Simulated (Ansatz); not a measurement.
# TaN: the cost of one run

Computed with Ansatz 0.2.0 (DFT PBEsol+U (U = 8 eV, J = 0.5 eV on Ta d), plane waves, PAW, no spin–orbit coupling unless a run says so, unless a step's input says otherwise).

1 further run of the same task is left out (it didn't finish).

### Step 1. The starting structure

Symmetry: P-6m2, No. 187, hexagonal system. Conventional cell: a = 2.938 Å, b = 2.938 Å, c = 2.883 Å, α = 90.00°, β = 90.00°, γ = 120.00°. Ta (site symmetry -6m2) has 6 N at 2.23 Å as nearest neighbours. N (site symmetry -6m2) has 6 Ta at 2.23 Å as nearest neighbours.

Structure file:

```
CELL_PARAMETERS angstrom
2.93800 0.00000 0.00000
-2.93800 5.08877 0.00000
0.00000 0.00000 2.88300
ATOMIC_POSITIONS crystal
Ta 0.33333 0.33333 0.50000
N 0.00000 0.00000 0.00000
Ta 0.33333 0.83333 0.50000
N 0.00000 0.50000 0.00000
```

Magnetic order typed: antiferromagnetic, doubled cell 0 1/2 0.

### Step 2. From atoms, symmetry kept, no search

input.yaml reads:

```yaml
crystal:
  lattice:
    - [2.93800111, 0.0, 0.0]
    - [-2.9380011, 5.0887672, 0.0]
    - [0.0, 0.0, 2.88300221]
  atoms:
    - { symbol: Ta, position: [0.3333333333, 0.3333333334, 0.5], spin: 2.0 }
    - { symbol: "N", position: [0.0, 0.0, 0.0] }
    - { symbol: Ta, position: [0.3333333333, 0.8333333333, 0.5], spin: -2.0 }
    - { symbol: "N", position: [0.0, 0.5, 0.0] }
basis:
  ecutwfc: 420
  ecutrho_ratio: 4
kpoints:
  mp_grid: { grid: [7, 7, 7] }
hamiltonian:
  xc: pbesol
  hubbard:
    sites:
      - { site: 0, l: d, u: 8.0, j: 0.5 }
      - { site: 2, l: d, u: 8.0, j: 0.5 }
scf:
  occupations: { method: gaussian, width: 0.05 }
  lower_state_search: "off"
  max_iter: 150
output:
  forces: true
  stress: true
  eigenvalues: true
  populations: true
  hubbard: { sites: [{ site: 0, l: d }, { site: 2, l: d }] }
magnetization:
  spin_polarized: true
```

Command:

```sh
> ansatz run input.yaml --threads 2 --pin off --max-ram 3072MiB --backend cpu --events-out ev --progress --plain --runs-dir out
```

**Question.** How long does this run take on 2 threads of Intel Xeon Platinum 8375C at 2.90GHz (Ice Lake), shared host, and how much memory does it need?

About 27 s, with a peak of 0.52 GiB.
